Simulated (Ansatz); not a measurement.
Runs of Ansatz 0.2.0 on ZnO. It takes space group P6_3/mmc (No. 194, hexagonal). The conventional cell has a = 3.288 Å, b = 3.288 Å, c = 7.130 Å, α = 90.00°, β = 90.00°, γ = 120.00°. Zn (site symmetry -6m2) has 3 O at 1.90 Å as nearest neighbours. O (site symmetry -6m2) has 3 Zn at 1.90 Å as nearest neighbours. Measurements of this composition are mostly on another form, of space group No. 186.

```tsv
task	level	cutoff (eV)	points for each segment of the path	gap on the mesh (eV)	pressure (GPa)
band structure	r2SCAN	500	14	1.12	-4.4
band structure	PBE	420	14	(a)	-0.7
band structure	LDA	420	14	0.75	-8.2
band structure	PBEsol	420	14	0.75	(b)
```

Alike in all rows: potentials or basis Ansatz PAW; no spin polarisation; cell as given; k mesh 9 × 9 × 4; smearing fermi-dirac 0.05 eV.

Q: Estimate the missing entries.

A: (a) 0.82; (b) -4.5.

Caveats: the PAW data sets come from PBE, with cores solved anew for the run's functional, which leaves a small shift of forces and pressure (some runs).

